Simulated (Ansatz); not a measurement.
Ti under changes of volume

One of the cells (17.020 Å³/atom); the others are scaled copies at fixed shape and fractional positions:

```xyz
3
Lattice="4.5674 0.0000 0.0000 -2.2837 3.9555 0.0000 0.0000 0.0000 2.8262" Properties=species:S:1:pos:R:3 pbc="T T T"
Ti    2.2837    1.3185    1.4131
Ti    0.0000    2.6370    1.4131
Ti    0.0000    0.0000    0.0000
```

This isn't the form of Ti at room conditions, which is hcp.

- Program: Ansatz 0.2.0
- Functional: r2SCAN
- Potentials or basis: Ansatz PAW
- Cutoff: 500 eV (not typed: the program's choice for these potentials)
- k mesh: 7 × 7 × 9
- Occupations: fermi-dirac, width 0.05 eV
- Spin: no spin polarisation

```tsv
volume (Å³/atom)	energy over the lowest point (meV/atom)	pressure (GPa)
15.999	?	?
16.339	10.25	5.1
16.679	2.38	2.4
17.020	0.00	-0.1
17.360	2.67	-2.4
17.701	9.91	-4.4
18.041	21.35	-6.3
```

**Question.** What does the run at 15.999 Å³/atom give?

**Answer.** Energy over the lowest point 24.18 meV/atom; pressure 8.1 GPa.

Worked out: A Birch-Murnaghan fit of order 3 (a polynomial in V^(-2/3)) to the other rows has its minimum at 17.01 Å³/atom with B0 = V·E''(V) = 119 GPa and B' = 3.5 at fixed shape and positions, which overstates the stiffness. It gives 24.14 meV/atom at 15.999 Å³/atom, against the run's 24.18, and -dE/dV = 8.1 GPa, against 8.1.

Energies are extrapolated to zero smearing.

Caveats: the PAW data sets come from PBE, with cores solved anew for the run's functional, which leaves a small shift of forces and pressure.
